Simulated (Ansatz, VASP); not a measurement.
**InF: VASP beside Ansatz**

Aim: how closely do two programs agree when they are given the same cell, functional and k mesh? The cell is generated by rule, not measured, and may not be a known phase. The cell is taken from a series of runs on this material, whose earlier steps may have relaxed, scaled, displaced or heated it; both programs get it as it stands.

Calculated with Ansatz 0.2.0; plane waves, with VASP 6.6.1 beside it; zone-centre phonons at LDA.

The structure was built from a prototype and need not be the compound's stable phase.

## (1) The structure

Symmetry: P6_3mc, No. 186, hexagonal system. The conventional cell has a = 3.297 Å, b = 3.297 Å, c = 7.830 Å, α = 90.00°, β = 90.00°, γ = 120.00°. Nearest to In lie 3 F at 2.39 Å. Nearest to F lie 3 In at 2.39 Å. Farther neighbours and most contacts between anions are not listed.

## (2) VASP: zone-centre phonons, LDA

Second derivatives magnify differences that forces hide, and they need a tight electronic threshold.

Lines of VASP's logs that name or quote its potential files are left out, and so is its time.

INCAR reads:

```
SYSTEM = InF
PREC = Accurate
ENCUT = 600
EDIFF = 1E-08
NELM = 120
ISMEAR = 1
SIGMA = 0.2
LREAL = .FALSE.
ALGO = Normal
GGA = CA
NBANDS = 26
LORBIT = 11
LWAVE = .FALSE.
LCHARG = .FALSE.
ISIF = 2
IBRION = 8
LASPH = .TRUE.
GGA_COMPAT = .FALSE.
KPAR = 2
```

POSCAR reads:

```
InF
1.0
    3.2970208107      0.0000000000      0.0000000000
   -1.6485104054      2.8553037789      0.0000000000
    0.0000000000      0.0000000000      7.8297484161
In F
2 2
Direct
    0.0000000000      0.0000000000      0.9797163473
    0.0000000000      0.0000000000      0.4797163473
    0.3333333333      0.6666666667      0.2946481254
    0.6666666667      0.3333333333      0.7946481254
```

KPOINTS reads:

```
Automatic mesh
0
Gamma
15 15 6
0 0 0
```

Potentials, in the order of the species: In_d and F (LDA family, release 64).

Command:

```bash
> mpirun -np 2 vasp_std
```

Numbers of over 12 decimals in the logs are rounded to 6 here.

The program printed:

```text
[banner, memory and clock lines left out]
running    2 mpi-ranks, on    1 nodes
 distrk:  each k-point on    1 cores,    2 groups
 distr:  one band on    1 cores,    1 groups

 POSCAR found type information on POSCAR InF
 POSCAR found :  2 types and       4 ions
 LDA part: xc-table for (Slater(with rela. corr.)+CA(PZ))
 , standard interpolation
 POSCAR, INCAR and KPOINTS ok, starting setup
 FFT: planning ... GRIDC
 FFT: planning ... GRID_SOFT
 FFT: planning ... GRID
 WAVECAR not read
 entering main loop
       N       E                     dE             d eps       ncg     rms          rms(c)
DAV:   1     0.467797076153E+03    0.46780E+03   -0.21624E+04  5632   0.228E+03
DAV:   2     0.462016401642E+02   -0.42160E+03   -0.40599E+03  6088   0.516E+02
DAV:   3    -0.158976864554E+02   -0.62099E+02   -0.61107E+02  6412   0.203E+02
DAV:   4    -0.187186164523E+02   -0.28209E+01   -0.28078E+01  7052   0.446E+01
DAV:   5    -0.188054446244E+02   -0.86828E-01   -0.86801E-01  7580   0.733E+00    0.807E+00
DAV:   6    -0.171284370124E+02    0.16770E+01   -0.73239E+00  7904   0.260E+01    0.653E+00
DAV:   7    -0.170977794066E+02    0.30658E-01   -0.72614E-01  5954   0.509E+00    0.188E+00
DAV:   8    -0.170657451068E+02    0.32034E-01   -0.79700E-02  6372   0.196E+00    0.876E-01
DAV:   9    -0.170509266232E+02    0.14818E-01   -0.18333E-02  8440   0.150E+00    0.208E-01
DAV:  10    -0.170508403803E+02    0.86243E-04   -0.53529E-03  8118   0.598E-01    0.169E-01
DAV:  11    -0.170508573114E+02   -0.16931E-04   -0.22787E-04  6664   0.107E-01    0.832E-02
DAV:  12    -0.170508565470E+02    0.76439E-06   -0.13657E-04  7662   0.776E-02    0.435E-02
DAV:  13    -0.170508523761E+02    0.41709E-05   -0.36853E-05  8452   0.508E-02    0.139E-02
DAV:  14    -0.170508524029E+02   -0.26835E-07   -0.49391E-06  8316   0.191E-02    0.117E-02
DAV:  15    -0.170508522347E+02    0.16824E-06   -0.31320E-07  8384   0.528E-03    0.513E-03
DAV:  16    -0.170508521615E+02    0.73158E-07   -0.37726E-07  7648   0.436E-03    0.119E-03
DAV:  17    -0.170508521566E+02    0.49313E-08   -0.17314E-08  4630   0.104E-03
   1 F= -.17050852E+02 E0= -.17051163E+02  d E =0.932934E-03
 Linear response reoptimize wavefunctions to high precision
DAV:   1    -0.170508521553E+02    0.13106E-08   -0.17177E-09  3300   0.415E-04
DAV:   2    -0.170508521553E+02   -0.83674E-10   -0.61851E-10  3066   0.254E-04
 Linear response DOF=           4
 Linear response progress:
  Degree of freedom:   1/  4
       N       E                     dE             d eps       ncg     rms          rms(c)
RMM:   1    -0.228989951249E+00   -0.22899E+00   -0.14732E-01 48019   0.412E+00
RMM:   2    -0.231267811597E+00   -0.22779E-02   -0.16975E-02 56673   0.860E-01    0.815E-02
RMM:   3    -0.230986968411E+00    0.28084E-03   -0.14509E-03 58427   0.257E-01    0.313E-02
RMM:   4    -0.230707793790E+00    0.27917E-03   -0.16115E-04 60658   0.971E-02    0.187E-02
RMM:   5    -0.230628313724E+00    0.79480E-04   -0.23065E-05 60161   0.346E-02    0.678E-03
RMM:   6    -0.230603514184E+00    0.24800E-04   -0.54052E-06 62818   0.170E-02    0.179E-03
RMM:   7    -0.230617715097E+00   -0.14201E-04   -0.92133E-07 63420   0.669E-03    0.593E-04
RMM:   8    -0.230612643699E+00    0.50714E-05   -0.79516E-07 64278   0.337E-03    0.655E-04
RMM:   9    -0.230612943807E+00   -0.30011E-06   -0.44120E-07 64938   0.131E-03    0.171E-03
RMM:  10    -0.230612346420E+00    0.59739E-06   -0.56240E-07 62928   0.727E-04    0.627E-04
RMM:  11    -0.230612352354E+00   -0.59339E-08   -0.60750E-08 66447   0.347E-04    0.579E-04
 first order change of Fermi-energy   0.13134E-05
 force on displaced ion       1 direction 1 :  -0.580  -0.000  -0.000
 Linear response progress:
  Degree of freedom:   2/  4
       N       E                     dE             d eps       ncg     rms          rms(c)
RMM:   1    -0.254807047215E+00   -0.25481E+00   -0.13125E-01 10388   0.437E+00
RMM:   2    -0.257109233648E+00   -0.23022E-02   -0.20039E-02 12040   0.972E-01    0.112E-01
RMM:   3    -0.256727660330E+00    0.38157E-03   -0.47641E-03 12790   0.321E-01    0.622E-02
RMM:   4    -0.256232778536E+00    0.49488E-03   -0.37036E-04 12707   0.137E-01    0.332E-02
RMM:   5    -0.256152860549E+00    0.79918E-04   -0.28075E-05 12071   0.667E-02    0.170E-02
RMM:   6    -0.256231801764E+00   -0.78941E-04   -0.32732E-04 13681   0.431E-02    0.720E-03
RMM:   7    -0.256241237290E+00   -0.94355E-05    0.39075E-05 13204   0.178E-02    0.352E-03
RMM:   8    -0.256260450105E+00   -0.19213E-04   -0.71951E-05 13196   0.805E-03    0.187E-03
RMM:   9    -0.256259963994E+00    0.48611E-06   -0.17173E-05 12332   0.414E-03    0.534E-04
RMM:  10    -0.256260138496E+00   -0.17450E-06   -0.11089E-05 13901   0.182E-03    0.370E-04
RMM:  11    -0.256259512008E+00    0.62649E-06   -0.74374E-06 13790   0.871E-04    0.270E-04
RMM:  12    -0.256258540118E+00    0.97189E-06   -0.21397E-06 13320   0.461E-04    0.240E-04
RMM:  13    -0.256258137703E+00    0.40241E-06   -0.19099E-06 13110   0.287E-04    0.184E-04
RMM:  14    -0.256257933949E+00    0.20375E-06   -0.70389E-08 14382   0.139E-04    0.264E-04
RMM:  15    -0.256257949279E+00   -0.15330E-07    0.20798E-07 12868   0.756E-05    0.189E-04
RMM:  16    -0.256257975625E+00   -0.26347E-07   -0.11902E-07 14660   0.380E-05    0.178E-04
RMM:  17    -0.256257998744E+00   -0.23118E-07    0.75642E-08 12603   0.253E-05    0.919E-05
RMM:  18    -0.256258017696E+00   -0.18952E-07    0.43450E-08 14484   0.141E-05    0.842E-05
RMM:  19    -0.256258025249E+00   -0.75527E-08    0.41507E-08 13202   0.938E-06    0.533E-05
 first order change of Fermi-energy  -0.90752E+00
 force on displaced ion       1 direction 3 :  -0.000   0.000  -5.713
 Linear response progress:
  Degree of freedom:   3/  4
       N       E                     dE             d eps       ncg     rms          rms(c)
RMM:   1    -0.531433887081E+00   -0.53143E+00    0.64249E-01 81203   0.360E+00
RMM:   2    -0.520236619363E+00    0.11197E-01   -0.26997E-02 50654   0.123E+00    0.824E-02
RMM:   3    -0.520946963806E+00   -0.71034E-03   -0.68221E-03 59067   0.584E-01    0.473E-02
RMM:   4    -0.522100804449E+00   -0.11538E-02   -0.10375E-03 55867   0.214E-01    0.900E-03
RMM:   5    -0.522143602082E+00   -0.42798E-04   -0.13911E-04 64718   0.756E-02    0.548E-03
RMM:   6    -0.522119407539E+00    0.24195E-04   -0.18673E-05 63698   0.242E-02    0.174E-03
RMM:   7    -0.522139544381E+00   -0.20137E-04   -0.20487E-06 64431   0.758E-03    0.106E-03
RMM:   8    -0.522139572190E+00   -0.27809E-07   -0.43578E-07 67751   0.307E-03    0.623E-04
RMM:   9    -0.522140316567E+00   -0.74438E-06   -0.69527E-08 63922   0.113E-03    0.536E-04
RMM:  10    -0.522140850748E+00   -0.53418E-06    0.44598E-09 64098   0.473E-04    0.287E-04
RMM:  11    -0.522140844707E+00    0.60406E-08   -0.15354E-08 68848   0.176E-04    0.385E-04
 first order change of Fermi-energy  -0.48562E-05
 force on displaced ion       3 direction 1 :  -0.745  -0.000   0.000
 Linear response progress:
  Degree of freedom:   4/  4
       N       E                     dE             d eps       ncg     rms          rms(c)
RMM:   1    -0.560813061035E+00   -0.56081E+00    0.74926E-01 16475   0.374E+00
RMM:   2    -0.548864217882E+00    0.11949E-01   -0.35285E-02 11133   0.146E+00    0.107E-01
RMM:   3    -0.549181275819E+00   -0.31706E-03   -0.49784E-03 12214   0.494E-01    0.594E-02
RMM:   4    -0.549983885673E+00   -0.80261E-03   -0.86358E-04 11371   0.204E-01    0.161E-02
RMM:   5    -0.550182541901E+00   -0.19866E-03   -0.13981E-04 13257   0.852E-02    0.861E-03
RMM:   6    -0.550143167094E+00    0.39375E-04    0.76551E-06 12059   0.326E-02    0.494E-03
RMM:   7    -0.550132945963E+00    0.10221E-04   -0.14287E-05 13705   0.136E-02    0.260E-03
RMM:   8    -0.550138341040E+00   -0.53951E-05   -0.13291E-05 12125   0.587E-03    0.177E-03
RMM:   9    -0.550131059265E+00    0.72818E-05   -0.15018E-06 12204   0.254E-03    0.540E-04
RMM:  10    -0.550136496048E+00   -0.54368E-05    0.29296E-06 13314   0.142E-03    0.479E-04
RMM:  11    -0.550137128034E+00   -0.63199E-06   -0.23312E-06 14220   0.593E-04    0.140E-04
RMM:  12    -0.550136363803E+00    0.76423E-06    0.63510E-07 13790   0.255E-04    0.814E-05
RMM:  13    -0.550136376887E+00   -0.13084E-07    0.31889E-07 13240   0.110E-04    0.849E-05
RMM:  14    -0.550136435066E+00   -0.58179E-07    0.51468E-08 12908   0.509E-05    0.395E-05
RMM:  15    -0.550136432717E+00    0.23487E-08    0.10374E-08 14840   0.252E-05    0.435E-05
 first order change of Fermi-energy   0.90761E+00
 force on displaced ion       3 direction 3 :  -0.000  -0.000  -4.443
 Linear response finished
```

From OUTCAR (step 2):

```text
ion  position               nearest neighbor table
   1  0.000  0.000  0.980-   4 2.39   4 2.39   4 2.39   2 3.91   2 3.91
   2  0.000  0.000  0.480-   3 2.39   3 2.39   3 2.39   1 3.91   1 3.91
   3  0.333  0.667  0.295-   2 2.39   2 2.39   2 2.39
   4  0.667  0.333  0.795-   1 2.39   1 2.39   1 2.39

  LATTYP: Found a hexagonal cell.
 ALAT       =     3.2970208107
 C/A-ratio  =     2.3747949636

 Subroutine GETGRP returns: Found 12 space group operations
 (whereof  6 operations were pure point group operations)

The static configuration has the point symmetry C_3v.
 The point group associated with its full space group is C_6v.

 Found    108 irreducible k-points:

   k-points           NKPTS =    108   k-points in BZ     NKDIM =    108   number of bands    NBANDS=     26

   dimension x,y,z NGX =    28 NGY =   28 NGZ =   64
   dimension x,y,z NGXF=    56 NGYF=   56 NGZF=  128

   ENCUT  =  600.0 eV  44.10 Ry    6.64 a.u.   6.58  6.58 15.64*2*pi/ulx,y,z

   NELECT =      40.0000    total number of electrons

 k-points in reciprocal lattice and weights: Automatic mesh
   0.00000000  0.00000000  0.00000000       0.001
   0.06666667  0.00000000  0.00000000       0.004
   0.13333333  0.00000000  0.00000000       0.004
   0.20000000  0.00000000  0.00000000       0.004
   0.26666667  0.00000000  0.00000000       0.004
   0.33333333  0.00000000  0.00000000       0.004
   0.40000000  0.00000000  0.00000000       0.004
   0.46666667  0.00000000  0.00000000       0.004
   0.06666667  0.06666667  0.00000000       0.004
[...]
0.33333333  0.26666667  0.50000000       0.009
   0.33333333  0.33333333  0.50000000       0.001

 average (electrostatic) potential at core
       1 -95.3821       2 -95.3821       3 -74.5794       4 -74.5794

  Total       -0.0492895     -0.0492895      0.0110599      0.0000000      0.0000000      0.0000000
  in kB       -1.0713792     -1.0713792      0.2404035      0.0000000      0.0000000      0.0000000
  external PRESSURE =      -0.6341183 kB  Pullay stress =       0.0000000 kB

  energy-cutoff  :      600.00
  volume of cell :       73.71
      direct lattice vectors                 reciprocal lattice vectors
     3.297020811  0.000000000  0.000000000     0.303304121  0.175112716  0.000000000
    -1.648510405  2.855303779  0.000000000     0.000000000  0.350225432  0.000000000
     0.000000000  0.000000000  7.829748416     0.000000000  0.000000000  0.127718024

 POSITION                                       TOTAL-FORCE (eV/Angst)
 -----------------------------------------------------------------------------------
      0.00000      0.00000      7.67093         0.000000      0.000000      0.034182
      0.00000      0.00000      3.75606        -0.000000      0.000000      0.034182
     -0.00000      1.90354      2.30702         0.000000      0.000000     -0.034182
      1.64851      0.95177      6.22189        -0.000000      0.000000     -0.034182
 -----------------------------------------------------------------------------------
    total drift:                                0.000000      0.000001     -0.000947

 Eigenvectors and eigenvalues of the dynamical matrix
 ----------------------------------------------------

   1 f  =    9.477435 THz    59.548481 2PiTHz  316.133207 cm-1    39.195505 meV
             X         Y         Z           dx          dy          dz
      0.000000  0.000000  7.670933     0.000000   -0.000000   -0.264698
      0.000000  0.000000  3.756058    -0.000000    0.000000    0.264698
     -0.000000  1.903536  2.307021     0.000000   -0.000000   -0.655694
      1.648510  0.951768  6.221895    -0.000000    0.000000    0.655694

   2 f  =    6.489454 THz    40.774444 2PiTHz  216.464896 cm-1    26.838214 meV
             X         Y         Z           dx          dy          dz
      0.000000  0.000000  7.670933     0.000000   -0.000000    0.266228
      0.000000  0.000000  3.756058    -0.000000    0.000000    0.266228
     -0.000000  1.903536  2.307021     0.000000   -0.000000   -0.655074
      1.648510  0.951768  6.221895    -0.000000    0.000000   -0.655074

   3 f  =    3.515413 THz    22.087988 2PiTHz  117.261540 cm-1    14.538571 meV
             X         Y         Z           dx          dy          dz
      0.000000  0.000000  7.670933    -0.114712    0.195147   -0.000000
      0.000000  0.000000  3.756058     0.114712   -0.195147    0.000000
     -0.000000  1.903536  2.307021    -0.339473    0.577509   -0.000000
      1.648510  0.951768  6.221895     0.339473   -0.577509   -0.000000

   4 f  =    3.515413 THz    22.087988 2PiTHz  117.261540 cm-1    14.538571 meV
             X         Y         Z           dx          dy          dz
      0.000000  0.000000  7.670933    -0.195147   -0.114712   -0.000000
      0.000000  0.000000  3.756058     0.195147    0.114712    0.000000
     -0.000000  1.903536  2.307021    -0.577509   -0.339473    0.000000
      1.648510  0.951768  6.221895     0.577509    0.339473   -0.000000

   5 f  =    3.076546 THz    19.330510 2PiTHz  102.622536 cm-1    12.723567 meV
             X         Y         Z           dx          dy          dz
      0.000000  0.000000  7.670933     0.135943   -0.231272    0.000000
      0.000000  0.000000  3.756058     0.135943   -0.231272   -0.000000
     -0.000000  1.903536  2.307021    -0.331534    0.564020   -0.000000
      1.648510  0.951768  6.221895    -0.331534    0.564020    0.000000

   6 f  =    3.076546 THz    19.330510 2PiTHz  102.622536 cm-1    12.723567 meV
             X         Y         Z           dx          dy          dz
      0.000000  0.000000  7.670933    -0.231272   -0.135943   -0.000000
      0.000000  0.000000  3.756058    -0.231272   -0.135943    0.000000
     -0.000000  1.903536  2.307021     0.564020    0.331534    0.000000
      1.648510  0.951768  6.221895     0.564020    0.331534   -0.000000

   7 f  =    2.589074 THz    16.267629 2PiTHz   86.362198 cm-1    10.707543 meV
             X         Y         Z           dx          dy          dz
      0.000000  0.000000  7.670933    -0.000000   -0.000000    0.655694
      0.000000  0.000000  3.756058    -0.000000   -0.000000   -0.655694
     -0.000000  1.903536  2.307021     0.000000    0.000000   -0.264698
      1.648510  0.951768  6.221895     0.000000    0.000000    0.264698

   8 f/i=    0.001989 THz     0.012496 2PiTHz    0.066338 cm-1     0.008225 meV
             X         Y         Z           dx          dy          dz
      0.000000  0.000000  7.670933    -0.000000   -0.000000    0.655074
      0.000000  0.000000  3.756058    -0.000000   -0.000000    0.655074
     -0.000000  1.903536  2.307021    -0.000000   -0.000000    0.266228
      1.648510  0.951768  6.221895    -0.000000   -0.000000    0.266228

   9 f/i=    0.008639 THz     0.054283 2PiTHz    0.288178 cm-1     0.035730 meV
             X         Y         Z           dx          dy          dz
      0.000000  0.000000  7.670933     0.470742    0.454351    0.000000
      0.000000  0.000000  3.756058     0.470742    0.454351    0.000000
     -0.000000  1.903536  2.307021     0.193025    0.186303    0.000000
      1.648510  0.951768  6.221895     0.193025    0.186303    0.000000

  10 f/i=    0.008639 THz     0.054283 2PiTHz    0.288178 cm-1     0.035730 meV
             X         Y         Z           dx          dy          dz
      0.000000  0.000000  7.670933     0.454351   -0.470742    0.000000
      0.000000  0.000000  3.756058     0.454351   -0.470742    0.000000
     -0.000000  1.903536  2.307021     0.186303   -0.193025    0.000000
      1.648510  0.951768  6.221895     0.186303   -0.193025    0.000000

  11 f/i=    0.422848 THz     2.656832 2PiTHz   14.104692 cm-1     1.748758 meV
             X         Y         Z           dx          dy          dz
      0.000000  0.000000  7.670933    -0.577546   -0.339409   -0.000000
      0.000000  0.000000  3.756058     0.577546    0.339409   -0.000000
     -0.000000  1.903536  2.307021     0.195160    0.114691   -0.000000
      1.648510  0.951768  6.221895    -0.195160   -0.114691   -0.000000

  12 f/i=    0.422848 THz     2.656832 2PiTHz   14.104692 cm-1     1.748758 meV
             X         Y         Z           dx          dy          dz
      0.000000  0.000000  7.670933    -0.339409    0.577546    0.000000
      0.000000  0.000000  3.756058     0.339409   -0.577546    0.000000
     -0.000000  1.903536  2.307021     0.114691   -0.195160    0.000000
      1.648510  0.951768  6.221895    -0.114691    0.195160    0.000000

 ELASTIC MODULI CONTR FROM IONIC RELAXATION (kBar)
 Direction    XX          YY          ZZ          XY          YZ          ZX
 --------------------------------------------------------------------------------
 XX        -314.7075   -220.8445   -409.8718      0.0000      0.0000      0.0000
 YY        -220.8445   -314.7075   -409.8718      0.0000     -0.0000     -0.0000
 ZZ        -409.8718   -409.8718   -627.3709      0.0000     -0.0000      0.0000
 XY           0.0000      0.0000      0.0000    -46.9315      0.0000     -0.0000
 YZ           0.0000     -0.0000     -0.0000     -0.0000    -19.6895      0.0000
 ZX           0.0000     -0.0000      0.0000     -0.0000      0.0000   -155.5451
 --------------------------------------------------------------------------------
```

[end of part 1 of 2]

[Lines on the potential files, build, host, timing and source positions are cut from VASP's logs without a mark.]

[Logs are printed without paths, hosts, clocks, repeated set-up lines and the standing remarks that a program may print on its own settings, such as how far it seeks lower states.]

[Hosts, paths, dates, database ids (printed as entryN), source tags and the programs' standing remarks are cut or masked in the printed files.]
